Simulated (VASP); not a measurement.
# GaAs in VASP: one cell, several levels of theory, part 2 of 2

VASP 6.6.1, plane waves, PAW. Earlier steps stand in the parts before.

## Step 3: r2SCAN

INCAR

```
ENCUT = 520.000000
SIGMA = 0.020000
EDIFF = 1.00e-07
ALGO = Normal
METAGGA = R2SCAN
PREC = Accurate
IBRION = -1
ISIF = 2
ISMEAR = -1
NBANDS = 16
NELM = 120
NSW = 0
LASPH = .TRUE.
LCHARG = .FALSE.
LWAVE = .FALSE.
LREAL = .FALSE.
```

KPOINTS

```
KPOINTS created by Atomic Simulation Environment
0
Gamma
8 8 8
0 0 0
```

KPOINTS_OPT

```
special points
6
Reciprocal
0.0000000000 0.0000000000 0.0000000000 1
-0.5000000000 -0.5000000000 0.0000000000 1
-0.3750000000 -0.3750000000 0.2500000000 1
-0.3750000000 0.0000000000 0.3750000000 1
0.0000000000 0.0000000000 0.5000000000 1
-0.5000000000 -0.2500000000 0.2500000000 1
```

POSCAR

```
Ga As
 1.0000000000000000
     0.0000000000000000    2.8755813722000001    2.8755813722000001
     2.8755813722000001    0.0000000000000000    2.8755813722000001
     2.8755813722000001    2.8755813722000001    0.0000000000000000
 Ga  As
   1   1
Cartesian
  0.0000000000000000  0.0000000000000000  0.0000000000000000
  1.4377906860999998  1.4377906860999998  1.4377906860999998
```

Launch:

```
> mpirun -np 1 vasp_std
```

Standard output, without the iteration lines:

```text
POSCAR found type information on POSCAR GaAs
 POSCAR found :  2 types and       2 ions
 -----------------------------------------------------------------------------
|                                                                             |
|                                                                             |
|     You enforced a specific xc type in the INCAR file but a different       |
|     I HOPE YOU KNOW WHAT YOU ARE DOING!                                     |
|                                                                             |
 -----------------------------------------------------------------------------

 LDA part: xc-table for (None), standard interpolation
 POSCAR, INCAR and KPOINTS ok, starting setup
 FFT: planning ... GRIDC
 FFT: planning ... GRID_SOFT
 FFT: planning ... GRID
 WAVECAR not read
 entering main loop
 Start KPOINTS_OPT (optional k-point list driver)
k-point batch [1-6\6]
```

OSZICAR:

```text
N       E                     dE             d eps       ncg     rms          rms(c)
DAV:   1     0.649064310152E+02    0.64906E+02   -0.91176E+03   960   0.156E+03
DAV:   2    -0.221520747007E+02   -0.87059E+02   -0.82851E+02  1056   0.324E+02
DAV:   3    -0.290286962679E+02   -0.68766E+01   -0.68591E+01  1144   0.695E+01
DAV:   4    -0.291324105561E+02   -0.10371E+00   -0.10370E+00  1128   0.937E+00
DAV:   5    -0.291338199649E+02   -0.14094E-02   -0.14094E-02  1160   0.102E+00    0.301E+00
DAV:   6    -0.270362770917E+02    0.20975E+01   -0.50464E-01   984   0.127E+01    0.183E+00
DAV:   7    -0.270304234190E+02    0.58537E-02   -0.15235E-01  1104   0.326E+00    0.817E-01
DAV:   8    -0.270341299662E+02   -0.37065E-02   -0.78471E-03  1184   0.700E-01    0.297E-01
DAV:   9    -0.270345895034E+02   -0.45954E-03   -0.12600E-03  1144   0.404E-01    0.470E-02
DAV:  10    -0.270346037903E+02   -0.14287E-04   -0.11635E-04  1128   0.768E-02    0.229E-02
DAV:  11    -0.270345995321E+02    0.42582E-05   -0.15562E-05  1136   0.281E-02    0.201E-03
DAV:  12    -0.270345992287E+02    0.30339E-06   -0.47068E-07  1152   0.982E-03    0.873E-04
DAV:  13    -0.270346010885E+02   -0.18598E-05   -0.63146E-08   848   0.264E-03    0.367E-04
DAV:  14    -0.270346012247E+02   -0.13613E-06   -0.27275E-08   568   0.276E-03    0.629E-05
DAV:  15    -0.270346011539E+02    0.70734E-07   -0.26960E-09   584   0.698E-04
   1 F= -.27034601E+02 E0= -.27034601E+02  d E =-.169874E-08
       N       E                     dE             ncg
DAV:   1     0.366671266125E+03   -0.33293E+04      200
DAV:   2    -0.169346623114E+03   -0.53602E+03      224
DAV:   3    -0.208559537909E+03   -0.39213E+02      216
DAV:   4    -0.209205577573E+03   -0.64604E+00      272
DAV:   5    -0.209214807640E+03   -0.92301E-02      224
DAV:   6    -0.209215204279E+03   -0.39664E-03      296
DAV:   7    -0.209215209470E+03   -0.51913E-05      240
DAV:   8    -0.209215209621E+03   -0.15013E-06      224
DAV:   9    -0.209215209630E+03   -0.89008E-08      184
```

Parts of OUTCAR:

```text
k-points           NKPTS =     29   k-points in BZ     NKDIM =     29   number of bands    NBANDS=     16

   NELECT =      18.0000    total number of electrons

   dimension x,y,z NGX =    30 NGY =   30 NGZ =   30
   dimension x,y,z NGXF=    60 NGYF=   60 NGZF=   60

  energy-cutoff  :      520.00
  volume of cell :       47.56
      direct lattice vectors                 reciprocal lattice vectors
     0.000000000  2.875581372  2.875581372    -0.173877883  0.173877883  0.173877883
     2.875581372  0.000000000  2.875581372     0.173877883 -0.173877883  0.173877883
     2.875581372  2.875581372  0.000000000     0.173877883  0.173877883 -0.173877883

 k-points in reciprocal lattice and weights: KPOINTS created by Atomic Simulation Env
   0.00000000  0.00000000  0.00000000       0.002
   0.12500000  0.00000000  0.00000000       0.016
   0.25000000  0.00000000  0.00000000       0.016
   0.37500000  0.00000000  0.00000000       0.016
   0.50000000  0.00000000  0.00000000       0.008
   0.12500000  0.12500000  0.00000000       0.012
   0.25000000  0.12500000  0.00000000       0.047
   0.37500000  0.12500000  0.00000000       0.047
[... 21 more k-points ...]

 E-fermi :   3.5149

 k-point     1 :       0.0000    0.0000    0.0000
  band No.  band energies     occupation
      1     -11.9479      2.00000
      2     -11.9479      2.00000
      3     -11.9479      2.00000
      4     -11.8707      2.00000
      5     -11.8707      2.00000
      6      -9.6342      2.00000
      7       3.2089      2.00000
      8       3.2089      2.00000
      9       3.2089      2.00000
     10       3.7983      0.00000
     11       7.2336      0.00000
     12       7.2338      0.00000
     13       7.2338      0.00000
     14      11.2702      0.00000
     15      13.7168      0.00000
     16      13.7168      0.00000

 k-point     2 :       0.1250    0.0000    0.0000
  band No.  band energies     occupation
      1     -11.9598      2.00000
      2     -11.9447      2.00000
      3     -11.9447      2.00000
      4     -11.8708      2.00000
      5     -11.8708      2.00000
      6      -9.4561      2.00000
      7       1.2758      2.00000
      8       2.9853      2.00000
      9       2.9853      2.00000
     10       4.9101      0.00000
     11       7.5718      0.00000
     12       7.5720      0.00000
     13       7.6679      0.00000
     14      12.1826      0.00000
     15      12.9222      0.00000
     16      12.9222      0.00000

 k-point     3 :       0.2500    0.0000    0.0000
  band No.  band energies     occupation
      1     -11.9860      2.00000
      2     -11.9377      2.00000
      3     -11.9377      2.00000
      4     -11.8703      2.00000
      5     -11.8703      2.00000
      6      -8.9606      2.00000
      7      -0.8827      2.00000
      8       2.5578      2.00000
      9       2.5578      2.00000
     10       4.8464      0.00000
     11       8.0954      0.00000
     12       8.0955      0.00000
     13       9.3960      0.00000
     14      12.6840      0.00000
     15      12.6840      0.00000
     16      12.6858      0.00000

 k-point     4 :       0.3750    0.0000    0.0000
  band No.  band energies     occupation
      1     -12.0098      2.00000
      2     -11.9319      2.00000
      3     -11.9318      2.00000
      4     -11.8686      2.00000
      5     -11.8686      2.00000
      6      -8.3062      2.00000
      7      -2.6004      2.00000
      8       2.2229      2.00000
      9       2.2229      2.00000
     10       4.5365      0.00000
     11       8.2137      0.00000
     12       8.2138      0.00000
     13      11.1903      0.00000
     14      12.6220      0.00000
     15      13.8337      0.00000
     16      13.8337      0.00000

 k-point     5 :       0.5000    0.0000    0.0000
  band No.  band energies     occupation
      1     -12.0190      2.00000
      2     -11.9299      2.00000
      3     -11.9298      2.00000
      4     -11.8675      2.00000
      5     -11.8675      2.00000
      6      -7.9422      2.00000
      7      -3.3277      2.00000
      8       2.1017      2.00000
      9       2.1017      2.00000
     10       4.4145      0.00000
     11       8.1754      0.00000
     12       8.1755      0.00000
     13      11.4203      0.00000
     14      13.9455      0.00000
     15      15.5134      0.00000
     16      15.5135      0.00000

 k-point     6 :       0.1250    0.1250    0.0000
  band No.  band energies     occupation
      1     -11.9667      2.00000
      2     -11.9417      2.00000
      3     -11.9417      2.00000
      4     -11.8731      2.00000
      5     -11.8690      2.00000
      6      -9.3966      2.00000
      7       1.2303      2.00000
      8       2.5877      2.00000
      9       2.5878      2.00000
     10       5.6245      0.00000
     11       6.6355      0.00000
     12       8.1654      0.00000
     13       8.1655      0.00000
     14      11.7122      0.00000
     15      12.5315      0.00000
     16      13.9748      0.00000

 k-point     7 :       0.2500    0.1250    0.0000
  band No.  band energies     occupation
      1     -11.9877      2.00000
      2     -11.9358      2.00000
      3     -11.9344      2.00000
      4     -11.8751      2.00000
      5     -11.8674      2.00000
      6      -9.0049      2.00000
      7      -0.3982      2.00000
      8       2.1005      2.00000
      9       2.1128      2.00000
     10       5.8938      0.00000
     11       6.9216      0.00000
     12       8.9073      0.00000
     13       9.0405      0.00000
     14      11.4886      0.00000
     15      13.7462      0.00000
     16      13.8384      0.00000

 k-point     8 :       0.3750    0.1250    0.0000
  band No.  band energies     occupation
      1     -12.0095      2.00000
      2     -11.9306      2.00000
      3     -11.9280      2.00000
      4     -11.8744      2.00000
      5     -11.8662      2.00000
      6      -8.3863      2.00000
      7      -2.1237      2.00000
      8       1.5198      2.00000
      9       1.8235      2.00000
     10       5.6418      0.00000
     11       7.6714      0.00000
     12       9.0799      0.00000
     13       9.7573      0.00000
     14      12.8981      0.00000
     15      13.8363      0.00000
     16      14.6410      0.00000

 k-point     9 :       0.5000    0.1250    0.0000
  band No.  band energies     occupation
      1     -12.0215      2.00000
      2     -11.9278      2.00000
      3     -11.9256      2.00000
      4     -11.8713      2.00000
      5     -11.8667      2.00000
      6      -7.8685      2.00000
      7      -3.1853      2.00000
      8       1.0979      2.00000
      9       1.8091      2.00000
     10       5.4619      0.00000
     11       7.8868      0.00000
     12       8.8342      0.00000
     13      11.2628      0.00000
     14      13.2724      0.00000
     15      14.9602      0.00000
     16      15.5071      0.00000

 k-point    10 :      -0.3750    0.1250    0.0000
  band No.  band energies     occupation
      1     -12.0181      2.00000
      2     -11.9280      2.00000
      3     -11.9276      2.00000
      4     -11.8697      2.00000
      5     -11.8688      2.00000
      6      -7.9973      2.00000
      7      -2.9410      2.00000
      8       0.9664      2.00000
      9       2.0658      2.00000
     10       5.4908      0.00000
     11       8.1060      0.00000
     12       8.5783      0.00000
     13      11.2485      0.00000
     14      13.3631      0.00000
     15      13.3632      0.00000
     16      15.2435      0.00000

 k-point    11 :      -0.2500    0.1250    0.0000
  band No.  band energies     occupation
      1     -12.0006      2.00000
      2     -11.9337      2.00000
      3     -11.9313      2.00000
      4     -11.8724      2.00000
      5     -11.8686      2.00000
      6      -8.6088      2.00000
      7      -1.5875      2.00000
      8       1.1993      2.00000
      9       2.5116      2.00000
     10       5.6838      0.00000
     11       8.2471      0.00000
     12       8.2663      0.00000
     13       9.6221      0.00000
     14      11.9709      0.00000
     15      13.4158      0.00000
     16      14.6905      0.00000

 k-point    12 :      -0.1250    0.1250    0.0000
  band No.  band energies     occupation
      1     -11.9769      2.00000
      2     -11.9411      2.00000
      3     -11.9378      2.00000
      4     -11.8725      2.00000
      5     -11.8694      2.00000
      6      -9.1710      2.00000
      7       0.0942      2.00000
      8       1.9234      2.00000
      9       2.9373      2.00000
     10       5.6199      0.00000
     11       7.5800      0.00000
     12       7.7054      0.00000
     13       8.8640      0.00000
     14      11.9331      0.00000
     15      12.9042      0.00000
     16      13.3729      0.00000

[... the tables of k-points 13 to 29 left out ...]

  Total       -0.8398290     -0.8398290     -0.8398290      0.0000000      0.0000000      0.0000000
  in kB      -28.2940068    -28.2940068    -28.2940068      0.0000000      0.0000000      0.0000000
  external PRESSURE =     -28.2940068 kB  Pullay stress =       0.0000000 kB

 POSITION                                       TOTAL-FORCE (eV/Angst)
 -----------------------------------------------------------------------------------
      0.00000      0.00000      0.00000        -0.000000     -0.000000     -0.000000
      1.43779      1.43779      1.43779         0.000000      0.000000      0.000000
 -----------------------------------------------------------------------------------
    total drift:                               -0.000002     -0.000002     -0.000002

  FREE ENERGIE OF THE ION-ELECTRON SYSTEM (eV)
  ---------------------------------------------------
  free  energy   TOTEN  =       -27.0346011539 eV

  energy  without entropy=      -27.0346011522  energy(sigma->0) =      -27.03460115
```

Hardware: 1 MPI rank of Intel Xeon Platinum 8488C, shared host.

The levels at the points of KPOINTS_OPT are read from vasprun.xml.

Near the gap, in eV above the top of the last filled band v; c is the band after it:

```tsv
point	v−1	v	c	c+1
Γ	0.00	0.00	0.59	4.02
X	-2.60	-2.60	1.85	1.96
U	-3.71	-2.19	2.29	4.90
K	-3.71	-2.19	2.29	4.90
L	-1.11	-1.11	1.21	4.97
W	-3.40	-3.20	4.77	5.03
```

r2SCAN gives a direct gap of 0.59 eV at Γ. Pressure: -2.83 GPa; the forces vanish within 0.01 eV/Å.

## Step 4: What came out

The summary covers parts 1 to 2.

| level | gap (eV) | pressure (GPa) | Ansatz: gap (eV) | Ansatz: pressure (GPa) |
| --- | --- | --- | --- | --- |
| PBE | 0.14 | -0.04 | 0.14 | -0.21 |
| r2SCAN | 0.59 | -2.83 | 0.61 | -2.91 |

In words: The gap runs from 0.14 eV (PBE) to 0.59 eV (r2SCAN). At this one volume the pressure spans -2.8 GPa (r2SCAN) to 0.0 GPa (PBE): PBE wants the largest cell and r2SCAN the smallest. The two programs agree on the gap within 0.03 eV, far less than the spread between functionals. Datasets and cutoffs are each program's own. VASP's cell holds 18 valence electrons and Ansatz's 28.
